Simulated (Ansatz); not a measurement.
**F under changes of volume**

One of the cells (16.056 Å³/atom); the others are scaled copies at fixed shape and fractional positions:

```
F
1.0
     2.75000   -1.64000    0.00000
     2.75000    1.64000    0.00000
    -1.53601    0.00000    7.12002
F
4
Cartesian
  2.1081 0.0000 2.8480
  1.8559 0.0000 4.2720
  3.8398 0.0000 6.4109
  0.1242 0.0000 0.7092
```

```yaml
Program: Ansatz 0.2.0
Functional: PBE
Potentials_or_basis: Ansatz PAW
Cutoff: "420 eV (not typed: the program's choice for these potentials)"
k_mesh: 9 × 9 × 4
Occupations: fermi-dirac, width 0.05 eV
Spin: no spin polarisation
```

```csv
volume (Å³/atom),energy over the lowest point (meV/atom),pressure (GPa),gap on the mesh (eV),largest force (eV/Å)
15.092,?,?,?,?
15.413,0.00,0.5,2.51,0.332
15.735,0.02,-0.4,2.42,0.636
16.056,1.69,-1.3,2.34,0.918
16.377,4.95,-2.0,2.27,1.180
16.698,9.70,-2.7,2.19,1.422
17.019,15.64,-3.3,2.12,1.647
```

Q: What does the run at 15.092 Å³/atom give?

A: Energy over the lowest point 2.04 meV/atom; pressure 1.5 GPa; gap on the mesh 2.60 eV; largest force 0.198 eV/Å.

Worked out: A Birch-Murnaghan fit of order 3 (a polynomial in V^(-2/3)) to the other rows has its minimum at 15.57 Å³/atom with B0 = V·E''(V) = 44 GPa and B' = 3.6 at fixed shape and positions, which overstates the stiffness. It gives 1.91 meV/atom at 15.092 Å³/atom, against the run's 2.04, and -dE/dV = 1.5 GPa, against 1.5. A straight line through the other rows of the gap, of slope -3.91 eV per unit of ln V (its deformation potential), extrapolates to 2.59 eV, against the run's 2.60.

Energies are extrapolated to zero smearing.

Caveats: odd divisions of the mesh miss points on the zone boundary, where band edges often lie, so the gap on the mesh can be too wide; forces of over 1 eV/Å show positions far from the minimum, so gaps and moduli don't describe the material at rest (some runs).

A mesh can miss the band edges.
